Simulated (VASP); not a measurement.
Here is a VASP 6.6.1 calculation.

File INCAR:

```
ALGO     = All            # electronic algorithm
AMIN     = 0.01         
DIPOL    = 0.5 0.5 0.500
EDIFF    = 1E-7           # SCF threshold, eV
ENCUT    = 520            # plane-wave cutoff, eV
IDIPOL   = 3            
ISIF     = 2              # what is computed and relaxed
ISMEAR   = 0              # smearing method
KPAR     = 2            
LASPH    = True           # aspherical terms in the spheres
LCHARG   = False          # write CHGCAR
LDIPOL   = True         
LMIXTAU  = True         
LREAL    = False          # projectors in reciprocal space
LVACPOTAV= True         
LVHAR    = True         
LWAVE    = False          # write WAVECAR
METAGGA  = R2SCAN         # meta-GGA
NBANDS   = 16             # bands
NELM     = 120            # most SCF steps
PREC     = Accurate       # precision mode
SIGMA    = 0.03           # smearing width, eV
```

Contents of KPOINTS:

```
k-points
0
Gamma
  15 15 1
```

File POSCAR:

```
C                                       
1.0
    2.4657358425     -0.0000000000      0.0000000000
   -1.2328679213      2.1353898790      0.0000000000
    0.0000000000      0.0000000000     21.9015365000
  C             
     4
Direct
     0.0000000000000000    0.0000000000000000    0.4224813276581285
     0.6666666699999979    0.3333333400000029    0.4224562669869809
     0.0000000000000000    0.0000000000000000    0.5775186723418715
     0.3333333300000021    0.6666666599999971    0.5775437330130191
```

KPOINTS_OPT

```
explicit points
67
Reciprocal
 0.0000000000  0.0000000000  0.0000000000 1
 0.0357142900  0.0000000000  0.0000000000 1
 0.0714285700  0.0000000000  0.0000000000 1
 0.1071428600  0.0000000000  0.0000000000 1
 0.1428571400  0.0000000000  0.0000000000 1
 0.1785714300  0.0000000000  0.0000000000 1
 0.2142857100  0.0000000000  0.0000000000 1
 0.2500000000  0.0000000000  0.0000000000 1
 0.2857142900  0.0000000000  0.0000000000 1
 0.3214285700  0.0000000000  0.0000000000 1
 0.3571428600  0.0000000000  0.0000000000 1
 0.3928571400  0.0000000000  0.0000000000 1
 0.4285714300  0.0000000000  0.0000000000 1
 0.4642857100  0.0000000000  0.0000000000 1
 0.5000000000  0.0000000000  0.0000000000 1
 0.4791666700  0.0416666700  0.0000000000 1
 0.4583333300  0.0833333300  0.0000000000 1
 0.4375000000  0.1250000000  0.0000000000 1
 0.4166666700  0.1666666700  0.0000000000 1
 0.3958333300  0.2083333300  0.0000000000 1
 0.3750000000  0.2500000000  0.0000000000 1
 0.3541666700  0.2916666700  0.0000000000 1
 0.3333333300  0.3333333300  0.0000000000 1
 0.3137254900  0.3137254900  0.0000000000 1
 0.2941176500  0.2941176500  0.0000000000 1
 0.2745098000  0.2745098000  0.0000000000 1
 0.2549019600  0.2549019600  0.0000000000 1
 0.2352941200  0.2352941200  0.0000000000 1
 0.2156862700  0.2156862700  0.0000000000 1
 0.1960784300  0.1960784300  0.0000000000 1
 0.1764705900  0.1764705900  0.0000000000 1
 0.1568627500  0.1568627500  0.0000000000 1
 0.1372549000  0.1372549000  0.0000000000 1
 0.1176470600  0.1176470600  0.0000000000 1
 0.0980392200  0.0980392200  0.0000000000 1
 0.0784313700  0.0784313700  0.0000000000 1
 0.0588235300  0.0588235300  0.0000000000 1
 0.0392156900  0.0392156900  0.0000000000 1
 0.0196078400  0.0196078400  0.0000000000 1
 0.0000000000  0.0000000000  0.0000000000 1
 0.0000000000  0.0000000000  0.0000000000 1
 0.0047121800 -0.0023560900  0.0000000000 1
-0.0047121800  0.0023560900  0.0000000000 1
 0.0137438600 -0.0068719300  0.0000000000 1
-0.0137438600  0.0068719300  0.0000000000 1
 0.0000000000  0.0040808700  0.0000000000 1
-0.0000000000 -0.0040808700  0.0000000000 1
 0.0000000000  0.0119025300  0.0000000000 1
-0.0000000000 -0.0119025300  0.0000000000 1
 0.5000000000  0.0000000000  0.0000000000 1
 0.5047121800 -0.0023560900  0.0000000000 1
 0.4952878200  0.0023560900  0.0000000000 1
 0.5137438600 -0.0068719300  0.0000000000 1
 0.4862561400  0.0068719300  0.0000000000 1
 0.5000000000  0.0040808700  0.0000000000 1
 0.5000000000 -0.0040808700  0.0000000000 1
 0.5000000000  0.0119025300  0.0000000000 1
 0.5000000000 -0.0119025300  0.0000000000 1
 0.3333333300  0.3333333300  0.0000000000 1
 0.3380455100  0.3309772400  0.0000000000 1
 0.3286211500  0.3356894200  0.0000000000 1
 0.3470771900  0.3264614000  0.0000000000 1
 0.3195894700  0.3402052600  0.0000000000 1
 0.3333333300  0.3374142000  0.0000000000 1
 0.3333333300  0.3292524600  0.0000000000 1
 0.3333333300  0.3452358600  0.0000000000 1
 0.3333333300  0.3214308000  0.0000000000 1
```

Potentials or basis: VASP PAW PBE potentials, release 64 (C).

Launch:

```bash
$ cat potpaw_PBE.64/C/POTCAR > POTCAR
$ mpirun -np 2 vasp_std > vasp.out
```

Q: What does it give for the largest force?

A: 0.019 eV/Å.

Q: Estimate the work function of the lower face.

A: 4.34 eV.

Forces in eV/Å, atoms in the order of the input:
```
C    0.000  0.000 -0.019
C    0.000  0.000 -0.012
C    0.000  0.000  0.019
C    0.000  0.000  0.012
```

Caveat: the PAW data sets were made with another functional, which shifts forces and pressure a little.
